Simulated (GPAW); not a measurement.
## Si/Cu(111): simulated STM images

Wanted: filled- and empty-state images of Si/Cu(111), with its work function.

Program: GPAW 26.7.0. Level of theory: GPAW, PAW setups; slab in vacuum, relaxation, in the first sound run; inputs show where later runs differ. Results are calculated unless marked as measured.

This is a report of a sequence of runs, with most program output left out.

## (1) The starting structure

The cell holds 5 atoms: 4 Cu and 1 Si. Its edges and angles: a = 2.553 Å, b = 2.553 Å, c = 24.462 Å, α = 90.0°, β = 90.0°, γ = 60.0°. Vacuum lies along c.

As a file:

```cif
data_structure
_symmetry_space_group_name_H-M 'P 1'
_symmetry_Int_Tables_number 1
_cell_length_a 2.5527
_cell_length_b 2.5527
_cell_length_c 24.4620
_cell_angle_alpha 90.000
_cell_angle_beta 90.000
_cell_angle_gamma 60.000
_cell_volume 138.04
loop_
_atom_site_label
_atom_site_type_symbol
_atom_site_fract_x
_atom_site_fract_y
_atom_site_fract_z
_atom_site_occupancy
Cu1 Cu 0.00000 0.00000 0.32704 1
Cu2 Cu 0.33333 0.33333 0.41224 1
Cu3 Cu 0.66667 0.66667 0.49744 1
Cu4 Cu 0.00000 0.00000 0.58265 1
Si5 Si 0.50000 0.00000 0.67296 1
```

## (2) Relaxation

Forces are removed first; all later runs use this geometry. The lowest 2 atoms are held at bulk positions and keep their forces.

File run.py:

```python
import json
import numpy as np
from ase import Atoms
from ase.constraints import FixAtoms
from ase.optimize import BFGS
from gpaw import GPAW, PW

slab = Atoms(
    ['Cu', 'Cu', 'Cu', 'Cu', 'Si'],
    positions=[
        [0.00000, 0.00000, 8.00000],
        [1.27633, 0.73689, 10.08423],
        [2.55266, 1.47378, 12.16847],
        [0.00000, 0.00000, 14.25270],
        [1.27633, 0.00000, 16.46203]],
    cell=[[2.55266, 0.0, 0.0], [1.27633, 2.21066, 0.0], [0.0, 0.0, 24.46203]],
    pbc=[True, True, False])

slab.calc = GPAW(mode=PW(400), xc='PBE', kpts={'size': (14, 14, 1), 'gamma': True},
                 occupations={'name': 'fermi-dirac', 'width': 0.1}, nbands='200%',
                 convergence={'density': 1e-05}, maxiter=200,
                 poissonsolver={'dipolelayer': 'xy'},
                 symmetry={'tolerance': 1e-3, 'extra_ids': [1, 1, 0, 0, 0]}, txt='slab.txt')
result = {}
slab.set_constraint(FixAtoms([0, 1]))
path = []
opt = BFGS(slab, maxstep=0.2)
opt.attach(lambda: path.append((slab.get_potential_energy(), slab.positions.tolist(), slab.get_forces().tolist())))
result['relaxed'] = bool(opt.run(fmax=0.03, steps=40))
result['path'] = path
energy = slab.get_potential_energy()
fermi = slab.calc.get_fermi_level()
v = slab.calc.get_electrostatic_potential().mean((0, 1)) - fermi
n = slab.calc.get_pseudo_density().mean((0, 1))
L = slab.cell[2, 2]
z = np.arange(len(v)) * L / len(v)
low, high = slab.positions[:, 2].min(), slab.positions[:, 2].max()
below, above = np.interp([low - 5.8, high + 5.8], z, v)
slopes = [np.interp(x, z, np.gradient(v, z)) for x in (low - 5.8, high + 5.8)]
eps = np.array([[slab.calc.get_eigenvalues(k, s) for k in range(len(slab.calc.get_ibz_k_points()))]
                for s in range(slab.calc.get_number_of_spins())]) - fermi
top, bottom = eps[eps < 0].max(), eps[eps > 0].min()
dipole = slab.get_dipole_moment()[2]
print(f'energy {energy:.4f} eV, Fermi level {fermi:.4f} eV, dipole {dipole:.5f} e A')
print(f'potential 5.8 A off the faces, from the Fermi level: lower {below:.4f} eV, upper {above:.4f} eV')
print(f'slope of the potential there: lower {slopes[0]:.5f}, upper {slopes[1]:.5f} eV/A')
print(f'nearest levels on the mesh: {top:.4f} and {bottom:.4f} eV')
print('magnetic moment', round(slab.get_magnetic_moment(), 3))
result.update(energy=energy, fermi=fermi, dipole=dipole, below=below, above=above, slopes=slopes, edges=[top, bottom],
              z=z.tolist(), v=v.tolist(), n=n.tolist(), positions=slab.positions.tolist(),
              forces=slab.get_forces(apply_constraint=False).tolist(), moments=slab.get_magnetic_moments().tolist())
json.dump(result, open('result.json', 'w'))
```

On the command line:

```
OMP_NUM_THREADS=1 OPENBLAS_NUM_THREADS=1 python run.py
```

It took 30 min on 1 thread of Arm Neoverse V1, shared host; peak memory 0.3 GiB.

Step by step:

| step | energy less that of the first step (eV) | largest force (eV/Å) |
| --- | --- | --- |
| 1 | 0.0000 | 0.3096 |
| 2 | -0.0016 | 0.2698 |
| 3 | -0.0064 | 0.0969 |
| 4 | -0.0066 | 0.0840 |
| 5 | -0.0072 | 0.0329 |
| 6 | -0.0073 | 0.0332 |
| 7 | -0.0074 | 0.0389 |
| 8 | -0.0075 | 0.0474 |
| 9 | -0.0077 | 0.0528 |
| 10 | -0.0078 | 0.0435 |
| 11 | -0.0080 | 0.0192 |

The atoms that moved most (Å):

| atom | dx | dy | dz | length |
| --- | --- | --- | --- | --- |
| Cu4 | 0.000 | -0.002 | 0.067 | 0.067 |
| Cu3 | 0.000 | -0.001 | 0.027 | 0.027 |
| Si5 | 0.000 | -0.004 | 0.015 | 0.015 |

Final coordinates:

```cif
data_structure
_symmetry_space_group_name_H-M 'P 1'
_symmetry_Int_Tables_number 1
_cell_length_a 2.5527
_cell_length_b 2.5527
_cell_length_c 24.4620
_cell_angle_alpha 90.000
_cell_angle_beta 90.000
_cell_angle_gamma 60.000
_cell_volume 138.04
loop_
_atom_site_label
_atom_site_type_symbol
_atom_site_fract_x
_atom_site_fract_y
_atom_site_fract_z
_atom_site_occupancy
Cu1 Cu 0.00000 0.00000 0.32704 1
Cu2 Cu 0.33333 0.33333 0.41224 1
Cu3 Cu 0.66685 0.66630 0.49856 1
Cu4 Cu 0.00050 0.99900 0.58539 1
Si5 Si 0.50088 0.99824 0.67356 1
```

This step gave:

| Quantity | Value |
| --- | --- |
| dipole along the normal | 0.01705 e·Å |
| levels nearest the Fermi level on the mesh | -0.02980, 0.04697 eV from the Fermi level |
| upper work function | 4.267 eV |
| lower work function | 4.814 eV |

The electrostatic potential energy of an electron (without an applied field's), less the Fermi level, planar mean oscillates, so the rows of the table below give means over windows of 2.04 Å about each position, cut where the curve ends. Its maxima inside the range that stand out by 2 % of the span (Å: eV): 9.1: -0.0527, 11.1: 0.148, 13.3: 0.210, 15.3: -0.966. Its minima: 8.0: -18.8, 10.1: -19.2, 12.2: -19.0, 14.4: -19.2, 16.5: -23.9.

Table of electrostatic potential energy of an electron (without an applied field's), less the Fermi level, planar mean by z; means over each step:

| z (Å) | electrostatic potential energy of an electron (without an applied field's), less the Fermi level, planar mean (eV) |
| --- | --- |
| 1.02 | 4.79 |
| 3.06 | 4.81 |
| 5.10 | 4.75 |
| 7.14 | -3.84 |
| 9.18 | -7.88 |
| 11.22 | -7.58 |
| 13.26 | -7.48 |
| 15.30 | -9.01 |
| 17.34 | -6.38 |
| 19.38 | 4.20 |
| 21.42 | 4.27 |
| 23.46 | 4.28 |

The pseudo valence density, planar mean oscillates, so the rows of the table below give means over windows of 2.04 Å about each position, cut where the curve ends. Its maxima inside the range that stand out by 2 % of the span (Å: e/Å³): 8.0: 2.39, 10.0: 2.28, 12.2: 2.41, 14.3: 2.39, 16.9: 0.344. Its minima: 9.0: 0.246, 11.2: 0.238, 13.3: 0.231, 15.5: 0.263.

Table of pseudo valence density, planar mean by z; means over each step:

| z (Å) | pseudo valence density, planar mean (e/Å³) |
| --- | --- |
| 3.06 | 1.4e-5 |
| 5.10 | 0.00241 |
| 7.14 | 0.646 |
| 9.18 | 0.911 |
| 11.22 | 0.878 |
| 13.26 | 0.862 |
| 15.30 | 0.670 |
| 17.34 | 0.196 |
| 19.38 | 0.00296 |
| 21.42 | 9.7e-6 |

The relaxation lowered the energy of the cell by 0.00799 eV (energies extrapolated to zero smearing; the optimiser's log prints free energies). The largest force left on a free atom is 0.019 eV/Å.

## (3) Plane waves, PBE

The work function is the vacuum plateau of the electrostatic potential less the Fermi level; a dipole layer lets the two faces have plateaus of their own.

This step: GPAW, PAW setups; slab in vacuum (GPAW 26.7.0).

run.py, as its differences from that of step 2:

```diff
@@ -3,4 +3,3 @@
 from ase import Atoms
-from ase.constraints import FixAtoms
-from ase.optimize import BFGS
+from ase.dft.stm import STM
 from gpaw import GPAW, PW
@@ -12,5 +11,5 @@
         [1.27633, 0.73689, 10.08423],
-        [2.55266, 1.47378, 12.16847],
-        [0.00000, 0.00000, 14.25270],
-        [1.27633, 0.00000, 16.46203]],
+        [2.55266, 1.47296, 12.19585],
+        [0.00000, -0.00221, 14.31992],
+        [1.27633, -0.00389, 16.47656]],
     cell=[[2.55266, 0.0, 0.0], [1.27633, 2.21066, 0.0], [0.0, 0.0, 24.46203]],
@@ -22,10 +21,4 @@
                  poissonsolver={'dipolelayer': 'xy'},
-                 symmetry={'tolerance': 1e-3, 'extra_ids': [1, 1, 0, 0, 0]}, txt='slab.txt')
+                 symmetry={'tolerance': 1e-3}, txt='slab.txt')
 result = {}
-slab.set_constraint(FixAtoms([0, 1]))
-path = []
-opt = BFGS(slab, maxstep=0.2)
-opt.attach(lambda: path.append((slab.get_potential_energy(), slab.positions.tolist(), slab.get_forces().tolist())))
-result['relaxed'] = bool(opt.run(fmax=0.03, steps=40))
-result['path'] = path
 energy = slab.get_potential_energy()
@@ -51,2 +44,16 @@
               forces=slab.get_forces(apply_constraint=False).tolist(), moments=slab.get_magnetic_moments().tolist())
+
+# Images need the states of the whole zone, up to time reversal
+slab.calc = slab.calc.fixed_density(symmetry={'point_group': False}, txt='states.txt', nbands='320%',
+                                    convergence={'bands': 'CBM+2.3'})
+stm = STM(slab)
+result['stm'] = []
+for bias in [-1.5, 2.0]:
+    height = high + 3.5
+    current = stm.get_averaged_current(bias, height)
+    x, y, h = stm.scan(bias, current)
+    i, f = divmod(height / L * stm.ldos.shape[2], 1)
+    I = abs((1 - f) * stm.ldos[:, :, int(i)] + f * stm.ldos[:, :, int(i) + 1])
+    print(f'bias {bias} V: mean current at 3.5 A {current:.4e}, corrugation {np.ptp(h):.4f} A')
+    result['stm'].append(dict(bias=bias, current=current, h=(h - high).tolist(), I=I.tolist()))
 json.dump(result, open('result.json', 'w'))
```

It took 13 min on 1 thread; peak memory 0.69 GiB.

This step gave:

* dipole along the normal: 0.01698 e·Å
* levels nearest the Fermi level on the mesh: -0.02981, 0.04697 eV from the Fermi level
* upper work function: 4.268 eV
* corrugation -1.5: 0.07294 Å
* corrugation 2: 0.08081 Å

Table of electrostatic potential energy of an electron (without an applied field's), less the Fermi level, planar mean by z:

| z (Å) | electrostatic potential energy of an electron (without an applied field's), less the Fermi level, planar mean (eV) |
| --- | --- |
| 0.0 | 4.54 |
| 0.5 | 4.81 |
| 1.0 | 4.81 |
| 1.5 | 4.81 |
| 2.0 | 4.81 |
| 2.5 | 4.81 |
| 3.0 | 4.81 |
| 3.5 | 4.81 |
| 4.0 | 4.81 |
| 4.5 | 4.81 |
| 5.0 | 4.79 |
| 5.5 | 4.74 |
| 6.0 | 4.56 |
| 6.5 | 3.91 |
| 7.0 | 1.54 |
| 7.5 | -7.07 |
| 8.0 | -18.8 |
| 8.5 | -7.14 |
| 9.0 | -0.0974 |
| 9.5 | -5.20 |
| 10.0 | -18.6 |
| 10.5 | -9.74 |
| 11.0 | -0.273 |
| 11.5 | -2.79 |
| 12.0 | -16.3 |
| 12.5 | -13.2 |
| 13.0 | -1.25 |
| 13.5 | -1.16 |
| 14.0 | -12.9 |
| 14.5 | -17.0 |
| 15.0 | -3.62 |
| 15.5 | -1.70 |
| 16.0 | -12.1 |
| 16.5 | -23.8 |
| 17.0 | -10.2 |
| 17.5 | 0.0928 |
| 18.0 | 3.22 |
| 18.5 | 4.02 |
| 19.0 | 4.21 |
| 19.5 | 4.25 |
| 20.0 | 4.26 |
| 20.5 | 4.27 |
| 21.0 | 4.27 |
| 21.5 | 4.27 |
| 22.0 | 4.27 |
| 22.5 | 4.27 |
| 23.0 | 4.27 |
| 23.5 | 4.27 |
| 24.0 | 4.27 |

Table of pseudo valence density, planar mean by z:

z (Å), pseudo valence density, planar mean (e/Å³) and a bar:
```
      4.5       0.00 
      5.0       0.00 
      5.5       0.00 
      6.0       0.01 
      6.5       0.03 
      7.0       0.13 ##
      7.5       0.63 ########
      8.0       2.31 ##############################
      8.5       0.68 #########
      9.0       0.25 ###
      9.5       0.50 #######
     10.0       2.27 ##############################
     10.5       0.92 ############
     11.0       0.25 ###
     11.5       0.37 #####
     12.0       1.85 ########################
     12.5       1.35 ##################
     13.0       0.30 ####
     13.5       0.29 ####
     14.0       1.28 #################
     14.5       1.93 #########################
     15.0       0.41 #####
     15.5       0.26 ###
     16.0       0.33 ####
     16.5       0.31 ####
     17.0       0.32 ####
     17.5       0.15 ##
     18.0       0.05 #
     18.5       0.01 
     19.0       0.00 
     19.5       0.00 
     20.0       0.00
```

Tip height over the top atom over a1 and a2. Sample bias -1.5 V, constant current at the mean current 3.5 Å over the top atom.

Ten even steps from '0' (3.471 Å) to '9' (3.544 Å):
```
001368998631
101247898742
111135788753
211123466643
322223334433
333333333333
334554332222
234676432111
135688653111
124789874210
013689986310
002579997520
```
Columns: a1 from 0 to 0.917; rows upwards: a2 from 0 to 0.917.

Local density of states summed over the bias window over a1 and a2. Sample bias -1.5 V, constant height 3.5 Å over the top atom.

Values in units of 1e-5 arbitrary, 12 rows by 12 columns:
```
3.5 3.5 3.6 3.7 3.9 4.1 4.1 4.1 4.1 3.9 3.7 3.6
3.5 3.5 3.5 3.6 3.8 4.0 4.1 4.1 4.1 4.0 3.8 3.6
3.6 3.5 3.5 3.6 3.7 3.8 4.0 4.0 4.0 4.0 3.8 3.7
3.6 3.6 3.6 3.6 3.6 3.7 3.8 3.9 4.0 3.9 3.8 3.7
3.7 3.7 3.6 3.6 3.7 3.7 3.7 3.8 3.8 3.8 3.8 3.7
3.7 3.7 3.7 3.7 3.7 3.7 3.7 3.7 3.7 3.7 3.7 3.7
3.7 3.7 3.8 3.8 3.8 3.8 3.7 3.7 3.6 3.6 3.6 3.6
3.6 3.7 3.8 3.9 4.0 3.9 3.8 3.7 3.6 3.6 3.6 3.6
3.6 3.7 3.8 4.0 4.0 4.0 4.0 3.8 3.7 3.6 3.5 3.5
3.5 3.6 3.8 4.0 4.1 4.1 4.1 4.0 3.8 3.6 3.5 3.5
3.4 3.6 3.7 3.9 4.1 4.1 4.1 4.1 3.9 3.7 3.6 3.4
3.4 3.5 3.6 3.8 4.0 4.1 4.2 4.1 4.0 3.8 3.6 3.5
```
Columns: a1 from 0 to 0.917; rows upwards: a2 from 0 to 0.917.

Tip height over the top atom over a1 and a2. Sample bias 2 V, constant current at the mean current 3.5 Å over the top atom.

Ten even steps from '_' (3.475 Å) to '@' (3.555 Å):
```
::::--++##%%@@@@%%##++--
::..::--==**##%%##**==--
........::--++++++++--::
..______....::------::..
____________............
________________________
__............__________
....::------::....______
..::==++****++==::......
::--++**##%%##**++--::..
::--++##%%@@@@%%##++--::
::--==**%%@@@@@@%%**==--
```
Columns: a1 from 0 to 0.917; rows upwards: a2 from 0 to 0.917.

Local density of states summed over the bias window over a1 and a2. Sample bias 2 V, constant height 3.5 Å over the top atom.

Ten even steps from '_' (1.20 × 1e-4 arbitrary) to '@' (1.43 × 1e-4 arbitrary):
```
::::--++**%%@@@@%%**++--
::::::--==**##%%##**==--
........::==++++++++==::
..______....::------::..
____________............
________________________
__............__________
..::----------::..______
..::==++****++==::......
::--++**##%%##**++--::::
::--++##%%@@@@%%##++--::
::--==**%%@@@@@@%%**==--
```
Columns: a1 from 0 to 0.917; rows upwards: a2 from 0 to 0.917.

Force by atom:

| atom | x (eV/Å) | y (eV/Å) | z (eV/Å) | size |
| --- | --- | --- | --- | --- |
| Cu1 | 0.0000 | 0.0018 | -0.0758 | 0.0758 |
| Cu2 | 0.0000 | 0.0023 | 0.0854 | 0.0854 |
| Cu3 | 0.0000 | -0.0011 | -0.0062 | 0.0063 |
| Cu4 | 0.0000 | 0.0000 | -0.0191 | 0.0191 |
| Si5 | 0.0000 | -0.0029 | 0.0163 | 0.0166 |

The potential is flat to 3.2e-4 eV/Å where it is read, so the vacuum is wide enough.

## (4) A changed run

One more run, with changed settings.

run.py, as its differences from that of step 3:

```diff
@@ -3,4 +3,4 @@
 from ase import Atoms
-from ase.dft.stm import STM
 from gpaw import GPAW, PW
+from gpaw.external import ConstantElectricField
 
@@ -19,4 +19,5 @@
                  occupations={'name': 'fermi-dirac', 'width': 0.1}, nbands='200%',
-                 convergence={'density': 1e-05}, maxiter=200,
+                 convergence={'density': 1e-05}, maxiter=75,
                  poissonsolver={'dipolelayer': 'xy'},
+                 external=ConstantElectricField(1.5, [0, 0, 1]),
                  symmetry={'tolerance': 1e-3}, txt='slab.txt')
@@ -44,16 +45,2 @@
               forces=slab.get_forces(apply_constraint=False).tolist(), moments=slab.get_magnetic_moments().tolist())
-
-# Images need the states of the whole zone, up to time reversal
-slab.calc = slab.calc.fixed_density(symmetry={'point_group': False}, txt='states.txt', nbands='320%',
-                                    convergence={'bands': 'CBM+2.3'})
-stm = STM(slab)
-result['stm'] = []
-for bias in [-1.5, 2.0]:
-    height = high + 3.5
-    current = stm.get_averaged_current(bias, height)
-    x, y, h = stm.scan(bias, current)
-    i, f = divmod(height / L * stm.ldos.shape[2], 1)
-    I = abs((1 - f) * stm.ldos[:, :, int(i)] + f * stm.ldos[:, :, int(i) + 1])
-    print(f'bias {bias} V: mean current at 3.5 A {current:.4e}, corrugation {np.ptp(h):.4f} A')
-    result['stm'].append(dict(bias=bias, current=current, h=(h - high).tolist(), I=I.tolist()))
 json.dump(result, open('result.json', 'w'))
```

It took 18 min on 1 thread; peak memory 0.42 GiB.

The run stopped without converging, so none of its numbers is a property of the system.

The fault put into the input: a field far too strong, under a cap of 75 iterations, which ended the run (field = 1.5).

## (5) What came out

```yaml
work_function_upper_and_lower_face: 4.268 and 4.814 eV
dipole_along_the_normal: 0.0170 e Å
corrugation_at_minus_1p5_v: 0.0729 Å
corrugation_at_2_v: 0.0808 Å
```

The tip height varies by 0.073 to 0.081 Å over the cell, much the same at every bias tried. Negative sample bias images filled states, positive bias empty ones. The two faces differ by 0.55 eV, the step that the slab's dipole makes (e p/(ε0 A) gives 0.54 eV), so the dipole layer is needed. The images are of Tersoff-Hamann type: an s-wave tip, no tip-sample forces, heights closer than in a microscope. The cell of 5.64 Å² holds one Si, started on one chosen site; other sites and coverages weren't tried. The in-plane lattice was kept as typed, which isn't the functional's own and leaves some strain; spin-orbit coupling and temperature are left out.

[Logs are printed without paths, hosts, clocks, repeated set-up lines and the standing remarks that a program may print on its own settings, such as how far it seeks lower states.]

[Hosts, paths, dates, database ids (printed as entryN), source tags and the programs' standing remarks are cut or masked in the printed files.]
